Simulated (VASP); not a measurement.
# Au (Im-3m) in VASP: further runs

The runs below take Au through single point, with PBE.

All numbers are computed with VASP 6.6.1; they aren't measurements. Logs are shortened: lines on timing, memory, paths and dates and some standing lists are left out, and cuts for length are marked.

**1. Starting point**

Symmetry: Im-3m, No. 229, cubic system. The conventional cell has a = 3.315 Å, b = 3.315 Å, c = 3.315 Å, α = 90.00°, β = 90.00°, γ = 90.00°. Around Au (site symmetry m-3m) lie 8 Au at 2.87 Å.

This isn't the form of Au at room conditions, which is fcc.

**2. Single point, PBE**

INCAR

```
  ADDGRID = F
  ALGO = Normal
  EDIFF = 0.01
  ENCUT = 460
  GGA = PE
  ISIF = 2
  ISMEAR = 1
  LASPH = T
  LCHARG = F
  LREAL = F
  LWAVE = F
  NBANDS = 12
  NELM = 100
  PREC = Accurate
  SIGMA = 0.15
```

KPOINTS

```
k-points
0
Gamma
  5 5 5
```

POSCAR

```
Au
1.0
   -1.6572690000      1.6572690000      1.6572690000
    1.6572690000     -1.6572690000      1.6572690000
    1.6572690000      1.6572690000     -1.6572690000
Au
1
Direct
    0.0000000000      0.0000000000      0.0000000000
```

Potentials or basis: VASP PAW PBE potentials, release 64 (Au).

Launch:

```console
$ cat potpaw_PBE.64/Au/POTCAR > POTCAR
$ mpirun -np 1 vasp_std > vasp.out
```

OUTCAR:

```text
EDIFF = 0.01
   ENCUT = 460
   GGA = PE
   ISIF = 2
   ISMEAR = 1
   LASPH = T
   LREAL = F
   NELM = 100
   PREC = Accurate

 Found     10 irreducible k-points:

 Following reciprocal coordinates:
            Coordinates               Weight
  0.000000  0.000000  0.000000      1.000000
  0.200000  0.000000  0.000000     12.000000
  0.400000  0.000000  0.000000     12.000000
  0.200000  0.200000  0.000000     24.000000
  0.400000  0.200000 -0.000000     24.000000
  0.200000  0.200000  0.200000      8.000000
   k-points           NKPTS =     10   k-points in BZ     NKDIM =     10   number of bands    NBANDS=     12
   number of dos      NEDOS =    301   number of ions     NIONS =      1
   total plane-waves  NPLWV =   8000
   dimension x,y,z NGX =    20 NGY =   20 NGZ =   20
   dimension x,y,z NGXF=    40 NGYF=   40 NGZF=   40
   ions per type =               1
   NGX,Y,Z   is equivalent  to a cutoff of  11.58, 11.58, 11.58 a.u.
   NGXF,Y,Z  is equivalent  to a cutoff of  23.17, 23.17, 23.17 a.u.
 SYSTEM =  unknown system
   PREC   = accura    normal or accurate (medium, high low for compatibility)
   ISTART =      0    job   : 0-new  1-cont  2-samecut
   ICHARG =      2    charge: 1-file 2-atom 10-const
   ISPIN  =      1    spin polarized calculation?
   LNONCOLLINEAR =      F non collinear calculations
   LSORBIT =      F    spin-orbit coupling
   LASPH  =      T    aspherical Exc in radial PAW
   ENCUT  =  460.0 eV  33.81 Ry    5.81 a.u.   5.02  5.02  5.02*2*pi/ulx,y,z
   NELM   =    100;   NELMIN=  2; NELMDL= -5     # of ELM steps
   EDIFF  = 0.1E-01   stopping-criterion for ELM
   LREAL  =      F    real-space projection
   EDIFFG = 0.1E+00   stopping-criterion for IOM
   NSW    =      0    number of steps for IOM
   IBRION =     -1    ionic relax: 0-MD 1-quasi-New 2-CG
   NFREE  =      0    steps in history (QN), initial steepest desc. (CG)
   ISIF   =      2    stress and relaxation
   ISYM   =      2    0-nonsym 1-usesym 2-fastsym
   POTIM  = 0.5000    time-step for ionic-motion
   TEBEG  =    0.0;   TEEND  =   0.0 temperature during run
   PSTRESS=    0.0 pullay stress
   NELECT =      11.0000    total number of electrons
   NUPDOWN=      -1.0000    fix difference up-down
   EMIN   =  10.00;   EMAX   =-10.00  energy-range for DOS
   EFERMI =   0.00;   METHOD = LEGACY
   ISMEAR =     1;   SIGMA  =   0.15  broadening in eV -4-tet -1-fermi 0-gaus
   EFERMI_NEDOS =   21; number of points for ismear=-14 and -15
   IALGO  =     38    algorithm
   IMIX   =      4    mixing-type and parameters
     AMIX     =   0.40;   BMIX     =  1.00
     AMIX_MAG =   1.60;   BMIX_MAG =  1.00
  volume/ion in A,a.u.               =      18.21       122.87
  Fermi-wavevector in a.u.,A,eV,Ry     =   1.383968  2.615320 26.060157  1.915367
  Thomas-Fermi vector in A             =   2.508516
   LORBIT       =      0    0 simple, 1 ext, 2 COOP (PROOUT), +10 PAW based schemes
   GGA     = PE    functional components
   LHFCALC =     F    Hartree Fock is set to
   AEXX    =    0.0000 exact exchange contribution
   IVDW    =     0    specifies the selected vdW correction
   LEPSILON=     F    determine dielectric tensor
   LRPA    =     F    only Hartree local field effects (RPA)
 non-spin polarized calculation
 Methfessel and Paxton  Order N= 1 SIGMA  =   0.15
  energy-cutoff  :      460.00
  volume of cell :       18.21
 maximum number of plane-waves:       415
   NGX =  9   NGY =  9   NGZ =  9

 number of electron      10.9999996 magnetization

 Free energy of the ion-electron system (eV)
  ---------------------------------------------------
  ext. energy  EPLUGINS =         0.00000000
  ---------------------------------------------------
  free energy    TOTEN  =        -3.19746210 eV

  energy without entropy =       -3.19055120  energy(sigma->0) =       -3.19515847

 E-fermi :   8.3359     XC(G=0): -12.3243

 val. band max:        6.9819075553   @ k =   0.2000   0.2000   0.0000
 cond. band min:       8.3701088411   @ k =  -0.4000   0.4000   0.2000
 fundamental gap:      1.3882012858
 Fermi energy:         8.3359088629

 k-point     1 :       0.0000    0.0000    0.0000
  band No.  band energies     occupation
      1      -0.7546      2.00000
      2       3.9106      2.00000
      3       3.9106      2.00000
      4       3.9107      2.00000
      5       5.6424      2.00000
      6       5.6424      2.00000
      7      24.9089      0.00000
      8      24.9089      0.00000
      9      24.9089      0.00000
     10      31.5744      0.00000
     11      31.5744      0.00000
     12      31.5745      0.00000

 k-point     2 :       0.2000    0.0000    0.0000
  band No.  band energies     occupation
      1       0.5180      2.00000
      2       3.5500      2.00000
      3       3.9581      2.00000
      4       4.8050      2.00000
      5       5.3680      2.00000
      6       5.6788      2.00000
      7      22.1226      0.00000
      8      24.0379      0.00000
      9      26.4648      0.00000
     10      27.6882      0.00000
     11      27.7557      0.00000
     12      28.9579      0.00000

 k-point     3 :       0.4000    0.0000    0.0000
  band No.  band energies     occupation
      1       1.7679      2.00000
      2       3.0188      2.00000
      3       5.4145      2.00000
      4       5.7898      2.00000
      5       6.3622      2.00000
      6       6.6348      2.00000
      7      14.0224      0.00000
      8      21.1854      0.00000
      9      22.7088      0.00000
     10      28.9414      0.00000
     11      29.2600      0.00000
     12      31.6955      0.00000

 k-point     4 :       0.2000    0.2000    0.0000
  band No.  band energies     occupation
      1       2.1624      2.00000
      2       3.4431      2.00000
      3       3.6770      2.00000
      4       5.2822      2.00000
      5       5.8385      2.00000
      6       6.9819      2.00000
      7      17.5137      0.00000
      8      19.7747      0.00000
      9      23.1581      0.00000
     10      27.2534      0.00000
     11      30.7292      0.00000
     12      32.8576      0.00000

 k-point     5 :       0.4000    0.2000   -0.0000
  band No.  band energies     occupation
      1       2.3979      2.00000
      2       3.1990      2.00000
      3       4.6741      2.00000
      4       5.5184      2.00000
      5       6.1274      2.00000
      6      10.9703     -0.00000
      7      11.4869      0.00000
      8      17.3806      0.00000
      9      21.9636      0.00000
     10      28.7667      0.00000
     11      30.0833      0.00000
     12      33.2750      0.00000

 k-point     6 :       0.2000    0.2000    0.2000
  band No.  band energies     occupation
      1       3.1955      2.00000
      2       3.1956      2.00000
      3       3.7110      2.00000
      4       5.8033      2.00000
      5       5.8033      2.00000
      6      10.3620     -0.00000
      7      13.8871      0.00000
      8      17.3724      0.00000
      9      17.3724      0.00000
     10      31.2875      0.00000
     11      33.8243      0.00000
     12      34.2695      0.00000

 [... further k-points ...]
[... 5 lines left out ...]
  --------------------------------------------------------------------------------------
  -------------------------------------------------------------------------------------
  Total       -0.1784795     -0.1784795     -0.1784795     -0.0000000     -0.0000000      0.0000000
  in kB      -15.7057914    -15.7057914    -15.7057914     -0.0000000     -0.0000000      0.0000000
  external PRESSURE =     -15.7057914 kB  Pullay stress =       0.0000000 kB

 VOLUME and BASIS-vectors are now :
 -----------------------------------------------------------------------------
  energy-cutoff  :      460.00
  volume of cell :       18.21
      direct lattice vectors                 reciprocal lattice vectors
    -1.657269000  1.657269000  1.657269000     0.000000000  0.301701172  0.301701172
     1.657269000 -1.657269000  1.657269000     0.301701172  0.000000000  0.301701172
     1.657269000  1.657269000 -1.657269000     0.301701172  0.301701172  0.000000000

 POSITION                                       TOTAL-FORCE (eV/Angst)
 -----------------------------------------------------------------------------------
      0.00000      0.00000      0.00000         0.000000      0.000000      0.000000
 -----------------------------------------------------------------------------------
    total drift:                                0.000000     -0.000000      0.000000

  FREE ENERGIE OF THE ION-ELECTRON SYSTEM (eV)
  ---------------------------------------------------
  free  energy   TOTEN  =        -3.1974621049 eV

  energy  without entropy=       -3.1905512018  energy(sigma->0) =       -3.19515847
```

OSZICAR:

```text
N       E                     dE             d eps       ncg     rms          rms(c)
DAV:   1     0.467751089025E+02    0.46775E+02   -0.51737E+03   264   0.727E+02
DAV:   2    -0.284649434780E+01   -0.49622E+02   -0.46300E+02   280   0.176E+02
DAV:   3    -0.345128079624E+01   -0.60479E+00   -0.60455E+00   280   0.188E+01
DAV:   4    -0.345324930922E+01   -0.19685E-02   -0.19684E-02   288   0.127E+00
DAV:   5    -0.345326281307E+01   -0.13504E-04   -0.13505E-04   172   0.106E-01    0.745E+00
DAV:   6    -0.321428778391E+01    0.23898E+00   -0.68553E-01   264   0.654E+00    0.492E+00
DAV:   7    -0.319921749558E+01    0.15070E-01   -0.52687E-02   248   0.183E+00    0.254E+00
DAV:   8    -0.319746210491E+01    0.17554E-02   -0.10117E-03   132   0.265E-01
   1 F= -.31974621E+01 E0= -.31951585E+01  d E =-.691090E-02
```

Run time: 2.6 s. Hardware: 1 thread of Intel Xeon 6975P-C (Granite Rapids), shared host; peak memory 0.12 GiB.

These settings aren't checked as converged: the numbers below hold their error.

Results:

```
Free energy            : -3.1975 eV
Pressure               : -1.6 GPa
Band gap on the k mesh : none (metal or under the smearing width)
```

Caveat: the k mesh is coarse (spacing up to 0.54 Å⁻¹), so the values aren't converged.

**3. Single point, PBE**

Edit INCAR of step 2 so:

```diff
@@ -2,3 +2,3 @@
   ALGO = Normal
-  EDIFF = 0.01
+  EDIFF = 0.001
   ENCUT = 460
```

KPOINTS is that of step 2.

POSCAR is that of step 2.

Potentials or basis: VASP PAW PBE potentials, release 64 (Au).

Launch:

```console
$ cat potpaw_PBE.64/Au/POTCAR > POTCAR
$ mpirun -np 1 vasp_std > vasp.out
```

OUTCAR:

```text
EDIFF = 0.001
   ENCUT = 460
   GGA = PE
   ISIF = 2
   ISMEAR = 1
   LASPH = T
   LREAL = F
   NELM = 100
   PREC = Accurate

 Found     10 irreducible k-points:

 Following reciprocal coordinates:
            Coordinates               Weight
  0.000000  0.000000  0.000000      1.000000
  0.200000  0.000000  0.000000     12.000000
  0.400000  0.000000  0.000000     12.000000
  0.200000  0.200000  0.000000     24.000000
  0.400000  0.200000 -0.000000     24.000000
  0.200000  0.200000  0.200000      8.000000
   k-points           NKPTS =     10   k-points in BZ     NKDIM =     10   number of bands    NBANDS=     12
   number of dos      NEDOS =    301   number of ions     NIONS =      1
   total plane-waves  NPLWV =   8000
   dimension x,y,z NGX =    20 NGY =   20 NGZ =   20
   dimension x,y,z NGXF=    40 NGYF=   40 NGZF=   40
   ions per type =               1
   NGX,Y,Z   is equivalent  to a cutoff of  11.58, 11.58, 11.58 a.u.
   NGXF,Y,Z  is equivalent  to a cutoff of  23.17, 23.17, 23.17 a.u.
 SYSTEM =  unknown system
   PREC   = accura    normal or accurate (medium, high low for compatibility)
   ISTART =      0    job   : 0-new  1-cont  2-samecut
   ICHARG =      2    charge: 1-file 2-atom 10-const
   ISPIN  =      1    spin polarized calculation?
   LNONCOLLINEAR =      F non collinear calculations
   LSORBIT =      F    spin-orbit coupling
   LASPH  =      T    aspherical Exc in radial PAW
   ENCUT  =  460.0 eV  33.81 Ry    5.81 a.u.   5.02  5.02  5.02*2*pi/ulx,y,z
   NELM   =    100;   NELMIN=  2; NELMDL= -5     # of ELM steps
   EDIFF  = 0.1E-02   stopping-criterion for ELM
   LREAL  =      F    real-space projection
   EDIFFG = 0.1E-01   stopping-criterion for IOM
   NSW    =      0    number of steps for IOM
   IBRION =     -1    ionic relax: 0-MD 1-quasi-New 2-CG
   NFREE  =      0    steps in history (QN), initial steepest desc. (CG)
   ISIF   =      2    stress and relaxation
   ISYM   =      2    0-nonsym 1-usesym 2-fastsym
   POTIM  = 0.5000    time-step for ionic-motion
   TEBEG  =    0.0;   TEEND  =   0.0 temperature during run
   PSTRESS=    0.0 pullay stress
   NELECT =      11.0000    total number of electrons
   NUPDOWN=      -1.0000    fix difference up-down
   EMIN   =  10.00;   EMAX   =-10.00  energy-range for DOS
   EFERMI =   0.00;   METHOD = LEGACY
   ISMEAR =     1;   SIGMA  =   0.15  broadening in eV -4-tet -1-fermi 0-gaus
   EFERMI_NEDOS =   21; number of points for ismear=-14 and -15
   IALGO  =     38    algorithm
   IMIX   =      4    mixing-type and parameters
     AMIX     =   0.40;   BMIX     =  1.00
     AMIX_MAG =   1.60;   BMIX_MAG =  1.00
  volume/ion in A,a.u.               =      18.21       122.87
  Fermi-wavevector in a.u.,A,eV,Ry     =   1.383968  2.615320 26.060157  1.915367
  Thomas-Fermi vector in A             =   2.508516
   LORBIT       =      0    0 simple, 1 ext, 2 COOP (PROOUT), +10 PAW based schemes
   GGA     = PE    functional components
   LHFCALC =     F    Hartree Fock is set to
   AEXX    =    0.0000 exact exchange contribution
   IVDW    =     0    specifies the selected vdW correction
   LEPSILON=     F    determine dielectric tensor
   LRPA    =     F    only Hartree local field effects (RPA)
 non-spin polarized calculation
 Methfessel and Paxton  Order N= 1 SIGMA  =   0.15
  energy-cutoff  :      460.00
  volume of cell :       18.21
 maximum number of plane-waves:       415
   NGX =  9   NGY =  9   NGZ =  9

 number of electron      10.9999996 magnetization

 Free energy of the ion-electron system (eV)
  ---------------------------------------------------
  ext. energy  EPLUGINS =         0.00000000
  ---------------------------------------------------
  free energy    TOTEN  =        -3.19745609 eV

  energy without entropy =       -3.19054519  energy(sigma->0) =       -3.19515246

 E-fermi :   8.3358     XC(G=0): -12.3226

 val. band max:        6.9821618892   @ k =   0.2000   0.2000   0.0000
 cond. band min:       8.3700408344   @ k =  -0.4000   0.4000   0.2000
 fundamental gap:      1.3878789452
 Fermi energy:         8.3358408562

 k-point     1 :       0.0000    0.0000    0.0000
  band No.  band energies     occupation
      1      -0.7549      2.00000
      2       3.9113      2.00000
      3       3.9113      2.00000
      4       3.9113      2.00000
      5       5.6428      2.00000
      6       5.6428      2.00000
      7      24.9095      0.00000
      8      24.9095      0.00000
      9      24.9095      0.00000
     10      31.5731      0.00000
     11      31.5731      0.00000
     12      31.5731      0.00000
[... 61 lines left out ...]
 k-point     6 :       0.2000    0.2000    0.2000
  band No.  band energies     occupation
      1       3.1961      2.00000
      2       3.1961      2.00000
      3       3.7113      2.00000
      4       5.8039      2.00000
      5       5.8039      2.00000
      6      10.3618     -0.00000
      7      13.8867      0.00000
      8      17.3719      0.00000
      9      17.3719      0.00000
     10      31.2882      0.00000
     11      33.8248      0.00000
     12      34.2703      0.00000

 [... further k-points ...]

------------------------ aborting loop because EDIFF is reached ----------------------------------------

  FORCE on cell =-STRESS in cart. coord.  units (eV):
  Direction    XX          YY          ZZ          XY          YZ          ZX
  --------------------------------------------------------------------------------------
  -------------------------------------------------------------------------------------
  Total       -0.1383778     -0.1383778     -0.1383778      0.0000000     -0.0000000      0.0000000
  in kB      -12.1769336    -12.1769336    -12.1769336      0.0000000     -0.0000000      0.0000000
  external PRESSURE =     -12.1769336 kB  Pullay stress =       0.0000000 kB

 VOLUME and BASIS-vectors are now :
 -----------------------------------------------------------------------------
  energy-cutoff  :      460.00
  volume of cell :       18.21
      direct lattice vectors                 reciprocal lattice vectors
    -1.657269000  1.657269000  1.657269000     0.000000000  0.301701172  0.301701172
     1.657269000 -1.657269000  1.657269000     0.301701172  0.000000000  0.301701172
     1.657269000  1.657269000 -1.657269000     0.301701172  0.301701172  0.000000000

 POSITION                                       TOTAL-FORCE (eV/Angst)
 -----------------------------------------------------------------------------------
      0.00000      0.00000      0.00000         0.000000     -0.000000      0.000000
 -----------------------------------------------------------------------------------
    total drift:                                0.000000     -0.000000      0.000000

  FREE ENERGIE OF THE ION-ELECTRON SYSTEM (eV)
  ---------------------------------------------------
  free  energy   TOTEN  =        -3.1974560895 eV

  energy  without entropy=       -3.1905451863  energy(sigma->0) =       -3.19515246
```

stdout:

```text
POSCAR found type information on POSCAR Au
 POSCAR found :  1 types and       1 ions
 scaLAPACK will be used
 LDA part: xc-table for (Slater+PW92), standard interpolation
 POSCAR, INCAR and KPOINTS ok, starting setup
 FFT: planning ... GRIDC
 FFT: planning ... GRID_SOFT
 FFT: planning ... GRID
 WAVECAR not read
 entering main loop
```

Run time: 2.9 s. Hardware: 1 thread of Intel Xeon 6975P-C (Granite Rapids), shared host; peak memory 0.11 GiB.

The run converged, but some of its settings lie outside the range that counts as converged, so its numbers aren't taken as properties of the crystal.

What came out:

- Free energy: -3.1975 eV
- Pressure: -1.2 GPa
- Band gap on the k mesh: none (metal or under the smearing width)

Caveat: the k mesh is coarse (spacing up to 0.54 Å⁻¹), so the values aren't converged.

**4. Single point, PBE**

Edit INCAR of step 3 so:

```diff
@@ -2,3 +2,3 @@
   ALGO = Normal
-  EDIFF = 0.001
+  EDIFF = 1E-4
   ENCUT = 460
```

KPOINTS is that of step 3.

POSCAR is that of step 3.

Launch:

```console
$ cat potpaw_PBE.64/Au/POTCAR > POTCAR
$ mpirun -np 1 vasp_std > vasp.out
```

It took 2.8 s on 1 thread of Intel Xeon 6975P-C (Granite Rapids), shared host; peak memory 0.11 GiB.

The run converged, but some of its settings lie outside the range that counts as converged, so its numbers aren't taken as properties of the crystal.

What came out:

```yaml
Free_energy: -3.1975 eV
Pressure: -1.2 GPa
Band_gap_on_the_k_mesh: none (metal or under the smearing width)
```

Caveat: the k mesh is coarse (spacing up to 0.54 Å⁻¹), so the values aren't converged.

**5. Single point, PBE**

Edit INCAR of step 4 so:

```diff
@@ -2,3 +2,3 @@
   ALGO = Normal
-  EDIFF = 1E-4
+  EDIFF = 1E-5
   ENCUT = 460
```

KPOINTS is that of step 4.

POSCAR is that of step 4.

Launch:

```console
$ cat potpaw_PBE.64/Au/POTCAR > POTCAR
$ mpirun -np 1 vasp_std > vasp.out
```

Wall time 2.8 s (1 thread of Intel Xeon 6975P-C (Granite Rapids), shared host); peak memory 0.12 GiB.

These settings aren't checked as converged: the numbers below hold their error.

What came out:

| Property | Result |
| --- | --- |
| Free energy | -3.1975 eV |
| Pressure | -1.2 GPa |
| Band gap on the k mesh | none (metal or under the smearing width) |

Caveat: the k mesh is coarse (spacing up to 0.54 Å⁻¹), so the values aren't converged.

**6. Single point, PBE**

Edit INCAR of step 5 so:

```diff
@@ -1,4 +1,4 @@
-  ADDGRID = F
+  ADDGRID = T
   ALGO = Normal
-  EDIFF = 1E-5
+  EDIFF = 1E-6
   ENCUT = 460
```

KPOINTS is that of step 5.

POSCAR is that of step 5.

Potentials or basis: VASP PAW PBE potentials, release 64 (Au).

Launch:

```console
$ cat potpaw_PBE.64/Au/POTCAR > POTCAR
$ mpirun -np 1 vasp_std > vasp.out
```

Wall time 5.9 s (1 thread of Intel Xeon 6975P-C (Granite Rapids), shared host); peak memory 0.17 GiB.

The run converged, but some of its settings lie outside the range that counts as converged, so its numbers aren't taken as properties of the crystal.

What came out:

| Property | Result |
| --- | --- |
| Free energy | -3.1975 eV |
| Pressure | -1.1 GPa |
| Band gap on the k mesh | none (metal or under the smearing width) |

Caveat: the k mesh is coarse (spacing up to 0.54 Å⁻¹), so the values aren't converged.

**7. For comparison**

An earlier run on the cell as given: functional PBE; potentials or basis VASP PAW PBE potentials, release 64 (Au); cutoff 520 eV; k mesh 11 × 11 × 11; occupations fermi-dirac, width 0.05 eV; no spin polarisation.

* Pressure: -1.1 GPa
* Band gap on the k mesh: none (metal or under the smearing width)
